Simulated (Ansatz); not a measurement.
A series in volume ratio on SrTe

Results calculated with Ansatz 0.2.0, not measured. Plane-wave density functional theory, PAW datasets, Gaussian smearing 0.05 eV: equation of state, the given cell scaled in volume with shape and atoms relaxed at each volume.

The cell before it is scaled or strained (space group Fm-3m, No. 225):
```
cell vectors (Å)
   0.0000     3.3039     3.3039
   3.3039     0.0000     3.3039
   3.3039     3.3039     0.0000
atoms (fractions of the cell vectors)
Sr  0.50000  0.50000  0.50000
Te  0.00000  0.00000  0.00000
```

Settings of every row: paw set soft_2; functional PBEsol; spin treatment none; moment partition spheres; spin axis none; wave cutoff 420 eV; k mesh 8x8x8; symmetry use detected.

Atom hubbard u: 0 on all atoms.

Limits: no spin-orbit coupling, which can matter with elements this heavy.

```
row  volume ratio  V (Å³/atom)  energy above given cell (meV per atom)  pressure (GPa)
  1          0.96       34.621                                    6.75           1.571
  2          0.98       35.342                                       ?               ?
  3             1       36.064                                       0          -0.016
  4          1.02       36.785                                    1.62          -0.692
  5          1.04       37.506                                    6.13          -1.301
```

Question: what energy above given cell and pressure should row 2 give?

Worked fit of energy above given cell. Take u = (V_r/V)^(2/3) − 1 with V_r = 36.424 Å³ an atom, which is twice the finite (Eulerian) strain; such expansions in the strain, on which the Birch-Murnaghan equation of state is built, carry the rest volume and the bulk modulus. The shown rows have u = 0.03442, 0.00664, -0.00655, -0.01933. Least squares give energy above given cell = 0.427 − 122.93 × u + 8907.8 × u² meV per atom; a straight line predicts inner rows, each left out in turn, worse (root mean square 3.9 against 0.011 meV per atom). The rows lie off it by 0.00, 0.00, 0.01, 0.00. Its lowest point lies at u = 0.0069, or V = 36.05 Å³ an atom, and the curvature there gives the bulk modulus with shape and atoms relaxed, B = (4/9)(1 + u)² E″(u)/V = 35.7 GPa. The withheld row has u = 0.02031, so the fit gives 0.427 − 122.93 × (0.02031) + 8907.8 × (0.02031)² = 1.60 meV per atom.

The calculation gave 1.59 meV per atom. The fit lies 0.01 meV per atom (0.15 % of the column's range) above it, one unit of the last digit.

Worked fit of pressure. Take u = (V_r/V)^(2/3) − 1 with V_r = 36.424 Å³ an atom, which is twice the finite (Eulerian) strain; such expansions in the strain, on which the Birch-Murnaghan equation of state is built, carry the rest volume and the bulk modulus. The shown rows have u = 0.03442, 0.00664, -0.00655, -0.01933. Least squares give pressure = −0.3625 + 51.287 × u + 141.98 × u² GPa; a straight line predicts inner rows, each left out in turn, worse (root mean square 0.063 against 0.00075 GPa). All shown rows lie on it to the printed digit. The pressure vanishes at u = 0.0069, or V = 36.05 Å³ an atom, and there the bulk modulus with shape and atoms relaxed is B = −V dP/dV = (2/3)(1 + u) dP/du = 35.8 GPa. The withheld row has u = 0.02031, so the fit gives −0.3625 + 51.287 × (0.02031) + 141.98 × (0.02031)² = 0.738 GPa.

The calculation gave 0.736 GPa. The fit lies 0.002 GPa (0.07 % of the column's range) above it; its largest miss of a shown row is 0.000 GPa.
